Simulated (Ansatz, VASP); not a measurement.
# AlN (AlN (P6_3mc)) in two plane-wave programs

Wanted: the spread between two codes on one cell, functional and k mesh. The cell is taken from a series of runs on this material, whose earlier steps may have relaxed, scaled, displaced or heated it; both programs get it as it stands.

Main program and level: Ansatz 0.2.0; plane waves, with VASP 6.6.1 beside it; relaxation of cell and atoms at r2SCAN.

## (1) The starting structure

The structure is hexagonal, space group P6_3mc (No. 186). Conventional cell: a = 3.114 Å, b = 3.114 Å, c = 4.984 Å, α = 90.00°, β = 90.00°, γ = 120.00°. Nearest to Al lie 4 N at 1.89 to 1.90 Å. N has 4 Al at 1.89 to 1.90 Å nearest. Farther neighbours and most contacts between anions are not listed.

## (2) VASP: relaxation of cell and atoms, r2SCAN

The relaxed volume is the usual yardstick between codes: in a stiff, nearly cubic crystal its relative difference is about their pressure difference at one cell divided by the bulk modulus.

Lines of VASP's logs that name or quote its potential files are left out, and so is its time.

Input file INCAR:

```
SYSTEM = AlN
PREC = Accurate
ENCUT = 660
EDIFF = 1E-07
NELM = 120
ISMEAR = 0
SIGMA = 0.01
LREAL = .FALSE.
ALGO = Normal
METAGGA = R2SCAN
LASPH = .TRUE.
NBANDS = 14
LORBIT = 11
LWAVE = .FALSE.
LCHARG = .FALSE.
ISIF = 3
IBRION = 2
NSW = 80
EDIFFG = -0.005
GGA_COMPAT = .FALSE.
NELMIN = 4
EFERMI = MIDGAP
LMIXTAU = .TRUE.
```

Input file POSCAR:

```
AlN
1.0
    3.1138160000      0.0000000000      0.0000000000
   -1.5569080000      2.6966440000      0.0000000000
    0.0000000000      0.0000000000      4.9835290000
Al N
2 2
Direct
    0.6666666049      0.3333332097      0.4969994155
    0.3333332097      0.6666664194      0.9969995158
    0.3333332097      0.6666664194      0.3790005035
    0.6666666049      0.3333332097      0.8790004031
```

Input file KPOINTS:

```
Automatic mesh
0
Gamma
10 10 6
0 0 0
```

PAW data sets: Al and N (PBE family, release 64).

Launch:

```sh
$ mpirun -np 1 vasp_std
```

Numbers of over 12 decimals in the logs are rounded to 6 here.

The log of the run:

```text
[banner, memory and clock lines left out]
running    1 mpi-ranks, on    1 nodes
 distrk:  each k-point on    1 cores,    1 groups
 distr:  one band on    1 cores,    1 groups

 POSCAR found type information on POSCAR AlN
 POSCAR found :  2 types and       4 ions
|                                                                             |
|               ----> ADVICE to this user running VASP <----                  |
|                                                                             |
|     You enforced a specific xc type in the INCAR file but a different       |
|     [... a line on the potential file left out ...]
|     I HOPE YOU KNOW WHAT YOU ARE DOING!                                     |
|                                                                             |

 LDA part: xc-table for (None), standard interpolation
 POSCAR, INCAR and KPOINTS ok, starting setup
 FFT: planning ... GRIDC
 FFT: planning ... GRID_SOFT
 FFT: planning ... GRID
 WAVECAR not read
 entering main loop
       N       E                     dE             d eps       ncg     rms          rms(c)
DAV:   1     0.503491608440E+02    0.50349E+02   -0.89639E+03  1568   0.129E+03
DAV:   2    -0.421067391596E+02   -0.92456E+02   -0.83938E+02  2214   0.256E+02
DAV:   3    -0.470614592094E+02   -0.49547E+01   -0.49336E+01  2144   0.616E+01
DAV:   4    -0.471032499993E+02   -0.41791E-01   -0.41784E-01  1784   0.653E+00
DAV:   5    -0.471038272217E+02   -0.57722E-03   -0.57718E-03  2174   0.766E-01    0.125E+01
DAV:   6    -0.389969511871E+02    0.81069E+01   -0.11577E+01  1958   0.267E+01    0.555E+00
DAV:   7    -0.379302018551E+02    0.10667E+01   -0.95889E-01  1724   0.895E+00    0.314E+00
DAV:   8    -0.401188216872E+02   -0.21886E+01   -0.11061E+00  1970   0.108E+01    0.224E+00
DAV:   9    -0.382443562560E+02    0.18745E+01   -0.78195E-01  1586   0.102E+01    0.533E-01
DAV:  10    -0.382193777118E+02    0.24979E-01   -0.75291E-02  1790   0.309E+00    0.529E-01
DAV:  11    -0.383086025635E+02   -0.89225E-01   -0.18091E-02  1700   0.129E+00    0.412E-01
DAV:  12    -0.384149748677E+02   -0.10637E+00   -0.24565E-02  1586   0.181E+00    0.264E-01
DAV:  13    -0.384497854394E+02   -0.34811E-01   -0.18756E-02  1616   0.132E+00    0.101E-01
DAV:  14    -0.384510538065E+02   -0.12684E-02   -0.17617E-03  1736   0.532E-01    0.930E-02
DAV:  15    -0.384527556205E+02   -0.17018E-02   -0.69281E-04  1910   0.354E-01    0.730E-02
DAV:  16    -0.384528588060E+02   -0.10319E-03   -0.90372E-05  1760   0.132E-01    0.359E-02
DAV:  17    -0.384528580986E+02    0.70741E-06   -0.24401E-05  1988   0.531E-02    0.130E-02
DAV:  18    -0.384528773840E+02   -0.19285E-04   -0.46444E-06  1814   0.286E-02    0.979E-03
DAV:  19    -0.384528725491E+02    0.48349E-05   -0.29117E-06  1898   0.224E-02    0.618E-03
DAV:  20    -0.384528775995E+02   -0.50504E-05   -0.13823E-06  1784   0.152E-02    0.187E-03
DAV:  21    -0.384528754728E+02    0.21267E-05   -0.57982E-08  1426   0.346E-03    0.171E-03
DAV:  22    -0.384528774323E+02   -0.19595E-05   -0.85051E-08  1246   0.385E-03    0.353E-04
DAV:  23    -0.384528770295E+02    0.40279E-06   -0.79276E-09   946   0.132E-03    0.326E-04
DAV:  24    -0.384528770088E+02    0.20681E-07   -0.26942E-09   928   0.616E-04
   1 F= -.38452877E+02 E0= -.38452877E+02  d E =-.384529E+02
[...]
2 F= -.38452772E+02 E0= -.38452772E+02  d E =0.105259E-03
[...]
3 F= -.38454329E+02 E0= -.38454329E+02  d E =-.145168E-02
[...]
4 F= -.38454328E+02 E0= -.38454328E+02  d E =-.145110E-02
 curvature:  -0.25 expect dE=-0.562E-05 dE for cont linesearch -0.852E-10
 trial: gam= 0.00354 g(F)=  0.155E-04 g(S)=  0.709E-05 ort = 0.143E-05 (trialstep = 0.901E+00)
 search vector abs. value=  0.227E-04
 bond charge predicted
       N       E                     dE             d eps       ncg     rms          rms(c)
DAV:   1    -0.384543446131E+02   -0.16574E-04   -0.13648E-03  1592   0.307E-01    0.974E-03
DAV:   2    -0.384543445983E+02    0.14723E-07   -0.15770E-05  2060   0.343E-02    0.578E-03
DAV:   3    -0.384543423863E+02    0.22120E-05   -0.15119E-06  1838   0.135E-02    0.168E-03
DAV:   4    -0.384543439626E+02   -0.15763E-05   -0.72778E-07  1844   0.106E-02    0.732E-04
DAV:   5    -0.384543425753E+02    0.13873E-05   -0.30605E-07  1664   0.712E-03    0.453E-04
DAV:   6    -0.384543433588E+02   -0.78347E-06   -0.10100E-07  1216   0.381E-03    0.197E-04
DAV:   7    -0.384543428996E+02    0.45916E-06   -0.18206E-08   892   0.140E-03    0.603E-05
DAV:   8    -0.384543431244E+02   -0.22484E-06   -0.20457E-09   868   0.522E-04    0.465E-05
DAV:   9    -0.384543430292E+02    0.95260E-07   -0.41013E-10   832   0.231E-04
   5 F= -.38454343E+02 E0= -.38454343E+02  d E =-.149170E-04
 trial-energy change:   -0.000015  1 .order   -0.000014   -0.000020   -0.000009
 step:   1.3798(harm=  1.5513)  dis= 0.00060  next Energy=   -38.454345 (dE=-0.173E-04)
 reached required accuracy - stopping structural energy minimisation
```

Parts of OUTCAR (step 2):

```text
ion  position               nearest neighbor table
   1  0.667  0.333  0.497-   3 1.89   3 1.89   3 1.89   4 1.90   2 3.07   2 3.07   2 3.07   2 3.07
                             2 3.07   2 3.07
   2  0.333  0.667  0.997-   4 1.89   4 1.89   4 1.89   3 1.90   1 3.07   1 3.07   1 3.07   1 3.07
                             1 3.07   1 3.07
   3  0.333  0.667  0.379-   1 1.89   1 1.89   1 1.89   2 1.90
   4  0.667  0.333  0.879-   2 1.89   2 1.89   2 1.89   1 1.90

  LATTYP: Found a hexagonal cell.
 ALAT       =     3.1138160000
 C/A-ratio  =     1.6004571240

 Subroutine GETGRP returns: Found 12 space group operations
 (whereof  6 operations were pure point group operations)

The static configuration has the point symmetry C_3v.
 The point group associated with its full space group is C_6v.

 Found     56 irreducible k-points:

   k-points           NKPTS =     56   k-points in BZ     NKDIM =     56   number of bands    NBANDS=     14

   dimension x,y,z NGX =    28 NGY =   28 NGZ =   42
   dimension x,y,z NGXF=    56 NGYF=   56 NGZF=   84

   ENCUT  =  660.0 eV  48.51 Ry    6.96 a.u.   6.52  6.52 10.44*2*pi/ulx,y,z

   NELECT =      16.0000    total number of electrons

 k-points in reciprocal lattice and weights: Automatic mesh
   0.00000000  0.00000000  0.00000000       0.002
   0.10000000 -0.00000000  0.00000000       0.010
   0.20000000 -0.00000000  0.00000000       0.010
   0.30000000 -0.00000000  0.00000000       0.010
   0.40000000 -0.00000000  0.00000000       0.010
   0.50000000 -0.00000000  0.00000000       0.005
   0.10000000  0.10000000  0.00000000       0.010
   0.20000000  0.10000000  0.00000000       0.020
   0.30000000  0.10000000  0.00000000       0.020
[...]
0.40000000  0.20000000  0.50000000       0.010
   0.30000000  0.30000000  0.50000000       0.010

 average (electrostatic) potential at core
       1 -74.4972       2 -74.4972       3 -62.7099       4 -62.7099

 E-fermi :   8.4044

 k-point     1 :       0.0000    0.0000    0.0000
  band No.  band energies     occupation
    ...
      4       5.0470      2.00000
      5       5.0470      2.00000
      6       5.7091      2.00000
      7       5.7091      2.00000
      8       5.9377      2.00000
      9      10.8710      0.00000
     10      13.4865      0.00000
     11      17.5668      0.00000
     12      17.9875      0.00000
     13      17.9875      0.00000
    ...

 k-point     2 :       0.1000   -0.0000    0.0000
  band No.  band energies     occupation
    ...
      4       4.4697      2.00000
      5       4.8803      2.00000
      6       5.1524      2.00000
      7       5.6889      2.00000
      8       5.8804      2.00000
      9      11.4430      0.00000
     10      14.0039      0.00000
     11      16.9535      0.00000
     12      17.1763      0.00000
     13      18.3778      0.00000
    ...

 k-point     3 :       0.2000   -0.0000    0.0000
  band No.  band energies     occupation
    ...
      4       3.1534      2.00000
      5       4.0334      2.00000
      6       4.5178      2.00000
      7       5.5857      2.00000
      8       5.6737      2.00000
      9      12.5015      0.00000
     10      14.6403      0.00000
     11      15.4326      0.00000
     12      16.6213      0.00000
     13      18.8660      0.00000
    ...

  Total       -0.0059808     -0.0059808      0.0162831      0.0000000      0.0000000      0.0000000
  in kB       -0.2306686     -0.2306686      0.6280089      0.0000000      0.0000000      0.0000000
  external PRESSURE =       0.0555573 kB  Pullay stress =       0.0000000 kB

  energy-cutoff  :      660.00
  volume of cell :       41.54
      direct lattice vectors                 reciprocal lattice vectors
     3.105345562  0.000000000  0.000000000     0.322025353  0.185921408 -0.000000000
    -1.552672781  2.689308383 -0.000000000    -0.000000000  0.371842815  0.000000000
     0.000000000 -0.000000000  4.974289184    -0.000000000  0.000000000  0.201033748

 POSITION                                       TOTAL-FORCE (eV/Angst)
 -----------------------------------------------------------------------------------
      1.55267      0.89644      2.47300        -0.000000      0.000000      0.002388
      0.00000      1.79287      4.96015         0.000000      0.000000      0.002388
      0.00000      1.79287      1.88447         0.000000     -0.000000     -0.002388
      1.55267      0.89644      4.37162        -0.000000      0.000000     -0.002388
 -----------------------------------------------------------------------------------
    total drift:                               -0.000000      0.000472      0.023426

  FREE ENERGIE OF THE ION-ELECTRON SYSTEM (eV)
  ---------------------------------------------------
  free  energy   TOTEN  =       -38.4543430292 eV

  energy  without entropy=      -38.4543430292  energy(sigma->0) =      -38.45434303

 reached required accuracy - stopping structural energy minimisation

 total charge
# of ion       s       p       d       tot
------------------------------------------
    1        0.368   0.451   0.000   0.818
    2        0.368   0.451   0.000   0.818
    3        1.227   2.669   0.000   3.896
    4        1.227   2.669   0.000   3.896
--------------------------------------------------
tot          3.190   6.239   0.000   9.429

[... 3 further parts left out ...]
```

CONTCAR:

```
AlN
   1.00000000000000
     3.1053455615402301    0.0000000000000000    0.0000000000000000
    -1.5526727807701151    2.6893083831438087   -0.0000000000000000
     0.0000000000000000   -0.0000000000000000    4.9742891835554275
  Al              N
     2     2
Direct
     0.6666666049000014    0.3333332097000010    0.4971568997590155
     0.3333332097000010    0.6666664194000020    0.9971570000590149
     0.3333332097000010    0.6666664194000020    0.3788430192409861
     0.6666666049000014    0.3333332097000010    0.8788429188409850
```

The run keeps the 12 symmetry operations of its start, so it cannot find a distortion of lower symmetry.

(Continued in part 2 of 2.)

[Lines on the potential files, build, host, timing and source positions are cut from VASP's logs without a mark.]

[Logs are printed without paths, hosts, clocks, repeated set-up lines and the standing remarks that a program may print on its own settings, such as how far it seeks lower states.]

[Hosts, paths, dates, database ids (printed as entryN), source tags and the programs' standing remarks are cut or masked in the printed files.]
